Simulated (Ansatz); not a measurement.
# Al2O3 (Corundum) (R-3c) in Ansatz: a series of runs

One crystal, Al2O3 (Corundum), is run at these levels: LDA, PBE, PBEsol; tasks: projected density of states.

Program: Ansatz 0.2.0. These are calculated values, not measurements. Logs are shortened: lines on timing, memory, paths and dates and some standing lists are left out, and cuts for length are marked.

## Step 1: The crystal as given

It takes space group R-3c (No. 167, trigonal). Conventional cell: a = 4.760 Å, b = 4.760 Å, c = 12.996 Å, α = 90.00°, β = 90.00°, γ = 120.00°. Al (site symmetry 3) is surrounded by 6 O at 1.85 to 1.97 Å. Around O (site symmetry 2) lie 4 Al at 1.85 to 1.97 Å.

## Step 2: Projected density of states, LDA

input.yaml reads:

```yaml
crystal:
  lattice:
    - [2.38025, 1.3742379782, 4.3318666667]
    - [-2.38025, 1.3742379782, 4.3318666667]
    - [0.0, -2.7484759565, 4.3318666667]
  atoms:
    - { symbol: Al, position: [0.85216, 0.85216, 0.85216] }
    - { symbol: Al, position: [0.64784, 0.64784, 0.64784] }
    - { symbol: Al, position: [0.14784, 0.14784, 0.14784] }
    - { symbol: Al, position: [0.35216, 0.35216, 0.35216] }
    - { symbol: O, position: [0.05668, 0.75, 0.44332] }
    - { symbol: O, position: [0.75, 0.44332, 0.05668] }
    - { symbol: O, position: [0.44332, 0.05668, 0.75] }
    - { symbol: O, position: [0.94332, 0.25, 0.55668] }
    - { symbol: O, position: [0.25, 0.55668, 0.94332] }
    - { symbol: O, position: [0.55668, 0.94332, 0.25] }
hamiltonian:
  xc: lda
  pseudopotentials: { kind: paw }
kpoints:
  mp_grid: { grid: [7, 7, 7] }
scf:
  occupations: { method: fermi_dirac, width: 0.05 }
  n_extra_bands: 25
output:
  forces: true
  stress: true
  eigenvalues: true
  dos: { projected: true, de: 0.05, nscf_kmesh: { grid: [11, 11, 11] } }
  write_density: true
  write_potential: true
  elf: true
  volumetric_format: npy
```

Potentials or basis: Ansatz PAW.

Command:

```bash
ansatz run input.yaml --threads 4 --pin off --max-ram 11264MiB --backend cpu --events-out ev --progress --plain --runs-dir out
```

The program printed:

```text
Warning: RAYON_NUM_THREADS=4 ignored (pool sized by the plan → 4); use --threads N
scf.n_extra_bands = 25 over 24 filled bands (N_el = 48.0): the run solves 49 bands
Engine: ansatz 0.2.0, aarch64-unknown-linux-gnu
Pseudopotentials: kind: paw
Pseudopotential: Al, paw, valence charge 3, recommended cutoff 420 eV (normal), Al.paw.azcp
Pseudopotential: O, paw, valence charge 6, recommended cutoff 420 eV (normal), O.paw.azcp
Functional definition: SPW92
  exchange = slater_x
  correlation = pw_c
Crystal: 10 atoms, lattice volume = 85.018 Å³
Basis set: ecut = 420 eV, 1653 PW (Γ)
Bands: 49, of which v1, the nominal top of the filled ones, is band 24 counted from 1 (23 counted from 0)
Symmetry: 12 space group operations
Space group: R-3c (ITA 167), of the structure as read, at distance tolerance 4.4e-5 Å
k-points: 44 of 343
Non-local potential: Al, projectors of the file, l = 0: 2, l = 1: 2, l = 2: 1
Non-local potential: O, projectors of the file, l = 0: 2, l = 1: 2, l = 2: 1
PAW form: soft (Blöchl's): semilocal exchange-correlation on the pseudo side does not see the compensation charge
PAW frozen core: Al, regenerated for the run's functional, and the local potential with it (the file was generated under x = pbe(κ = 0.804, μ = 0.2195149727645171), c = pbe(β = 0.06672455060314922))
PAW frozen core: O, regenerated for the run's functional, and the local potential with it (the file was generated under x = pbe(κ = 0.804, μ = 0.2195149727645171), c = pbe(β = 0.06672455060314922))
PAW one-centre angular grid: Al, 110 points (default); XC on 64 Gauss nodes
PAW one-centre angular grid: O, 110 points (default); XC on 64 Gauss nodes
Initial density: superposition of atomic densities (neutral atoms: chi_scale 0, normalization atom), corrected by the library's trained network
Initial wavefunctions: pseudopotential atomic-orbital guess
Functional: x = slater, c = lda
SCF iter   1: F=—  HF=-5399.893079 eV  |F-HF|=—  |Δ(HF+E_count)|=         —  Δρ=1.71e-2  dr2=2.15e-1  ethr=1.77e-3  ⟨swp⟩=5.5  Hψ=10237  notcnv=0  defer=373
preconditioner: auto → Resta (q_TF=auto, 2.480 Å⁻¹)  ε∞=2.8  [insulator: Δε(μ)=6.017 eV  Ē_g=20.548 eV  σ=0.050 eV  W_gap=1.00  n_scr=20 (ndim 8)  ℏωp=27.9 eV  f_vac=0.000  D(μ)=0.00/eV (n_scr^D=0)  ε∞_Penn≈2.8]
SCF iter   2: F=—  HF=-5399.836985 eV  |F-HF|=—  |Δ(HF+E_count)|=   5.61e-2  Δρ=7.06e-3  dr2=4.06e-2  ethr=4.47e-4  ⟨swp⟩=2.0  Hψ=2778  notcnv=0  defer=827
SCF iter   3: F=—  HF=-5399.824955 eV  |F-HF|=—  |Δ(HF+E_count)|=   1.20e-2  Δρ=1.21e-3  dr2=5.52e-4  ethr=8.46e-5  ⟨swp⟩=2.0  Hψ=2394  notcnv=0  defer=827
SCF iter   4: F=—  HF=-5399.824747 eV  |F-HF|=—  |Δ(HF+E_count)|=   2.09e-4  Δρ=2.54e-4  dr2=2.97e-5  ethr=1.15e-6  ⟨swp⟩=2.7  Hψ=2424  notcnv=0  defer=827
SCF iter   5: F=—  HF=-5399.824738 eV  |F-HF|=—  |Δ(HF+E_count)|=   8.18e-6  Δρ=2.87e-5  dr2=3.53e-7  ethr=6.19e-8  ⟨swp⟩=2.0  Hψ=2241  notcnv=0  defer=827
SCF iter   6: F=-5399.824738 eV  HF=-5399.824738 eV  |F-HF|=1.53e-9  |Δ(HF+E_count)|=   3.15e-8  Δρ=3.32e-6  dr2=5.93e-9  ethr=2.08e-10  ⟨swp⟩=15.0  Hψ=15927  notcnv=0
SCF 1 converged in 6 iterations: F = -5399.824738 eV  dr2 = 5.93e-9
NSCF: frozen V_eff on 146 k-points
SCF converged after 6 iterations
Free energy (F): -5399.824738 eV
Harris-Foulkes:  -5399.824738 eV  (|F-HF|=1.53e-9)
Internal energy: -5399.824738 eV  (E = F + TS)
E sigma→0 (E₀):  -5399.824738 eV
Fermi energy:    10.550010 eV
--- Per-component energies (eV) ---
  E_band       = 52.331441
  E_kinetic    = 1175.843301
  E_local      = -1977.625687  (includes V_loc(G=0)·N_el)
  E_nonlocal   = 338.475426
  E_hartree    = 724.524637
  E_xc         = -603.901934
  E_vxc        = -691.796174  (∫ρ·V_xc dr)
  E_paw        = -2660.229744  (= ΣΔE_a)
  E_vpaw       = -241.627543  (= ΣTr[D̂ρ^β])
  E_aug_tail   = 0.015437  (compensation charges beyond the density's cutoff)
  E_ewald      = -2397.730569
  E_core_change = 0.804395  (= ΣΔE_core)
  E_smearing   = -0.000000  (= −TS)
  E_closure    = -0.000000  (closes the sum)
  Σ components = -5399.824738   (vs F -5399.824738, Δ=0.00e0)
--- Forces (eV/Å), atoms counted from 1 ---
  atom   1  Al     0.00000000     0.00000000    -0.04278669
  atom   2  Al     0.00000000    -0.00000000     0.04278669
  atom   3  Al    -0.00000000    -0.00000000     0.04278669
  atom   4  Al    -0.00000000     0.00000000    -0.04278669
  atom   5  O     -0.05623368    -0.09739959    -0.00000000
  atom   6  O     -0.05623368     0.09739959     0.00000000
  atom   7  O      0.11246736     0.00000000    -0.00000000
  atom   8  O      0.05623368     0.09739959     0.00000000
  atom   9  O      0.05623368    -0.09739959    -0.00000000
  atom  10  O     -0.11246736     0.00000000     0.00000000
  max |Σ_I F_I| component: 1.45e-17 eV/Å
--- Stress (GPa, compression-positive) ---
       -5.225830       0.000000       0.000000
        0.000000      -5.225830       0.000000
        0.000000       0.000000      -5.425541
  P = ⅓ Tr σ = -5.2924 GPa (-52.924 kbar)
--- Band table (eV; the first three rows and the last of 44) ---
  k-point 0: bands = ["-11.6133", "-9.1949", "-8.9033", "-8.9033", "-8.5823", "-8.5823", "0.4189", "1.4337", "1.7908", "1.7908", "2.9286", "3.0000", "3.0000", "4.0081", "4.3945", "5.9477", "5.9477", "6.0829", "6.0829", "6.8973", "6.8973", "7.3543", "7.3543", "7.3949", "13.5549", "16.3737", "17.9133", "18.7442", "18.7442", "18.8459", "19.5255", "19.5255", "19.5394", "20.7434", "21.7631", "21.7631", "21.8711", "21.8711", "22.0732", "22.9872", "23.0438", "25.4296", "25.4296", "25.7404", "25.7404", "27.1382", "27.1861", "27.2195", "27.3978"]
  k-point 1: bands = ["-11.5048", "-9.2396", "-8.9815", "-8.9273", "-8.6356", "-8.5884", "0.5366", "1.2071", "1.6527", "2.3029", "2.4136", "2.9310", "3.7553", "4.4457", "4.6235", "5.5498", "5.8942", "5.9845", "6.1624", "6.6434", "6.7386", "7.0913", "7.3282", "7.3583", "14.0249", "16.7536", "17.5788", "18.4803", "18.5390", "18.7103", "19.5570", "19.7203", "20.0192", "20.2629", "21.5788", "21.6876", "21.7135", "21.9327", "22.1123", "22.7877", "22.9469", "24.9886", "25.4720", "25.6699", "25.9504", "26.1762", "26.2725", "27.2627", "27.5268"]
  k-point 2: bands = ["-11.1912", "-9.5805", "-8.9720", "-8.9620", "-8.7581", "-8.6315", "0.7288", "1.3125", "1.3239", "2.2446", "2.8582", "3.3268", "4.5506", "4.6728", "5.1261", "5.3359", "5.4803", "5.6766", "6.0009", "6.0068", "6.5969", "6.9040", "7.2073", "7.2513", "15.0748", "17.1446", "17.4779", "17.8444", "18.0637", "18.5301", "19.5800", "19.7121", "19.9662", "20.5491", "20.8893", "21.1516", "21.5636", "22.1432", "22.2296", "22.5542", "23.0136", "23.7339", "24.7127", "25.2851", "25.5716", "26.3102", "26.6303", "27.3275", "28.0236"]
  k-point 43: bands = ["-10.5936", "-10.4279", "-9.0428", "-8.9430", "-8.6608", "-8.6183", "1.6000", "1.7106", "2.5728", "2.5957", "3.0009", "3.4046", "3.5520", "3.7385", "4.7390", "4.9617", "5.0362", "5.5092", "5.7209", "5.8815", "6.7835", "6.7855", "6.9205", "6.9744", "16.1374", "16.3529", "18.0698", "18.2173", "19.2103", "19.2553", "19.4364", "19.7136", "20.1421", "20.3021", "21.4590", "21.5905", "21.7023", "21.8372", "21.9701", "22.1224", "23.1186", "23.3469", "23.9295", "24.0517", "24.5875", "24.7044", "27.9432", "28.4196", "28.9095"]
```

Wall time 10 s (4 threads of Arm Neoverse V1, shared host); peak memory 0.57 GiB.

Results:

```
Free energy            : -5399.8247 eV
Pressure               : -5.3 GPa
Largest force          : 0.112 eV/Å
Band gap on the k mesh : 6.16 eV, direct
```

Forces in eV/Å, atoms in the order of the input:
```
Al   0.000  0.000 -0.043
Al   0.000  0.000  0.043
Al   0.000  0.000  0.043
Al   0.000  0.000 -0.043
O   -0.056 -0.097  0.000
O   -0.056  0.097  0.000
O    0.112  0.000  0.000
O    0.056  0.097  0.000
O    0.056 -0.097  0.000
O   -0.112  0.000  0.000
```

Stress tensor (GPa, compression positive):
```
-5.23  0.00  0.00
 0.00 -5.23  0.00
 0.00  0.00 -5.43
```

Levels at points of the mesh, in eV from the valence-band top:
```tsv
k point	band 22	band 23	band 24	band 25	band 26	band 27
(0.00, 0.00, 0.00)	-0.04	-0.04	0.00	6.16	8.98	10.52
```

States per cell in windows of 1 eV (zero at the valence-band top; states under -8 eV left out):
| from (eV) | total | O 2p | Al 3p | Al 3s | O 2s |
| --- | --- | --- | --- | --- | --- |
| -8.0 | 0.00 | 0.00 | 0.00 | 0.00 | 0.00 |
| -7.0 | 2.61 | 1.93 | 0.20 | 0.42 | 0.05 |
| -6.0 | 4.24 | 3.16 | 0.46 | 0.44 | 0.16 |
| -5.0 | 4.28 | 3.33 | 0.65 | 0.13 | 0.14 |
| -4.0 | 3.77 | 3.05 | 0.45 | 0.09 | 0.14 |
| -3.0 | 5.59 | 4.84 | 0.47 | 0.13 | 0.09 |
| -2.0 | 8.11 | 7.57 | 0.33 | 0.06 | 0.05 |
| -1.0 | 7.39 | 7.08 | 0.15 | 0.05 | 0.02 |
| 0.0 | 0.00 | 0.00 | 0.00 | 0.00 | 0.00 |
| 1.0 | 0.00 | 0.00 | 0.00 | 0.00 | 0.00 |
| 2.0 | 0.00 | 0.00 | 0.00 | 0.00 | 0.00 |
| 3.0 | 0.00 | 0.00 | 0.00 | 0.00 | 0.00 |
| 4.0 | 0.00 | 0.00 | 0.00 | 0.00 | 0.00 |
| 5.0 | 0.00 | 0.00 | 0.00 | 0.00 | 0.00 |
| 6.0 | 0.09 | 0.00 | 0.01 | 0.04 | 0.04 |
| 7.0 | 0.33 | 0.04 | 0.08 | 0.09 | 0.12 |

Caveat: odd divisions of the mesh miss points on the zone boundary, where band edges often lie, so the gap on the mesh can be too wide; the pressure holds a Pulay correction of +1.2 GPa for the finite cutoff; the PAW data sets come from PBE, with cores solved anew for the run's functional, which leaves a small shift of forces and pressure; the density of states is complete only up to the lowest level of the last band computed.

(Part 1 of 2 ends here.)
